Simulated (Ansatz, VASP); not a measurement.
**Two plane-wave programs on FeO (Wuestite)**

```
Fe O
1.0
     1.50863    0.87101    2.50267
    -1.50863    0.87101    2.50267
     0.00000   -1.74201    2.50267
Fe O
1 1
Direct
  0.00000 0.00000 0.00000
  0.50000 0.50000 0.50000
```

Change from the starting cell: volume scaled by 0.98.

Alike in both runs: task single point; functional PBE; k mesh 11 × 11 × 11; occupations fermi-dirac, width 0.05 eV; collinear spin, ferromagnetic start.

|  | VASP | Ansatz |
| --- | --- | --- |
| version | VASP 6.6.1 | Ansatz 0.2.0 |
| potentials or method | VASP PAW PBE potentials, release 64 (Fe, O) | Ansatz PAW |
| plane-wave cutoff (eV) | 520 | 420 |
| valence electrons in the cell | 14 | 22 |

Ansatz gave:

```
gap on the k mesh at the Fermi level (eV)                     : none
pressure (GPa)                                                : 2.6
largest component of the traceless stress (GPa)               : 0.60
net moment per atom (μB)                                      : 2.00
size of the moment on the site where the two differ most (μB) : 3.44
```

Task: What did VASP give for the same quantities?

Result: gap on the k mesh at the Fermi level (eV): none; pressure (GPa): 2.8; largest component of the traceless stress (GPa): 0.63; net moment per atom (μB): 2.00; size of the moment on the site where the two differ most (μB): 3.62.

Site moments also hang on the region over which each program counts them. A gap of «none» marks a metal or a gap that the smearing closes. With one functional, cell and mesh, what is left measures potentials, basis and numerics. The two sets of potentials don't hold the same shells in valence.

Caveats: a cell with one magnetic atom can't hold antiferromagnetic order, which such compounds often take; semilocal functionals often make such compounds metallic where correlation or magnetic order opens a gap, which also shifts bond lengths; the pressure holds a Pulay correction of +0.7 GPa for the finite cutoff (Ansatz).
